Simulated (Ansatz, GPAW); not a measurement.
Given: the input of a run of Ansatz 0.2.0 on Pt. 

Contents of input.yaml:

```yaml
crystal:
  lattice:
    - [0.0, 1.9609, 1.9609]
    - [1.9609, 0.0, 1.9609]
    - [1.9609, 1.9609, 0.0]
  atoms:
    - { symbol: Pt, position: [0.0, 0.0, 0.0] }
kpoints:
  mp_grid: { grid: [12, 12, 12] }
scf:
  occupations: { method: gaussian, width: 0.028 }
hamiltonian:
  xc: pbe
  pseudopotentials: { kind: all_electron, lapw: { basis_error: 0.001 } }
output:
  forces: true
  stress: true
  eigenvalues: true
```

Potentials or basis: all-electron LAPW, scalar-relativistic.

Command:

```bash
$ ansatz run input.yaml --threads 1 --pin off --max-ram 3072MiB --backend cpu --events-out ev --progress --plain --runs-dir out
```

Question: Set up the same calculation for GPAW 26.7.0 (ASE script). Potentials or basis there: GPAW PAW data sets (gpaw-data 1.2.1), cutoff 600 eV.

Answer: As run (cutoffs and basis follow the program's own potentials, and thresholds, step limits or extra output files can differ):

The input run.py:

```python
from ase.dft.bandgap import bandgap
from ase.io import read, write
from ase.units import GPa
from gpaw import GPAW, PW

atoms = read('POSCAR')

calc = GPAW(mode=PW(600),
            xc='PBE',
            kpts={'size': (12, 12, 12), 'gamma': True},
            occupations={'name': 'methfessel-paxton', 'order': 0, 'width': 0.028000000000000004},
            nbands=17,
            convergence={'density': 1e-05, 'energy': 1e-05},
            maxiter=150,
            txt='gpaw.txt')
atoms.calc = calc
energy = atoms.get_potential_energy()
forces = atoms.get_forces()
stress = atoms.get_stress()
calc.write('gs.gpw')
write('result.traj', atoms)
print(f'Energy: {energy:.6f} eV')
print('Forces (eV/A):')
print(forces.round(4))
print('Stress (GPa):', (stress / GPa).round(3))
print('Fermi level:', round(calc.get_fermi_level(), 4), 'eV')
print(f'Gap: {bandgap(calc)[0]:.4f} eV, direct: {bandgap(calc, direct=True)[0]:.4f} eV')
```

File POSCAR:

```
Pt
1.0
    0.0000000000      1.9609000000      1.9609000000
    1.9609000000      0.0000000000      1.9609000000
    1.9609000000      1.9609000000      0.0000000000
Pt
1
Direct
    0.0000000000      0.0000000000      0.0000000000
```

Potentials or basis: GPAW PAW data sets (gpaw-data 1.2.1), pw.

The run is started by

```bash
$ OMP_NUM_THREADS=1 python run.py
```

Both were run:

|  | Ansatz | GPAW |
| --- | --- | --- |
| Pressure | 10.2 GPa | 9.7 GPa |

Where Ansatz's input types no cutoff or centring, it takes its own default and a Γ-centred mesh.

The two runs disagree by more than potentials and bases usually give (in gap, levels, pressure or energy); the cause wasn't traced.

The cell lies far from this level's equilibrium.

Pressure is positive in compression.
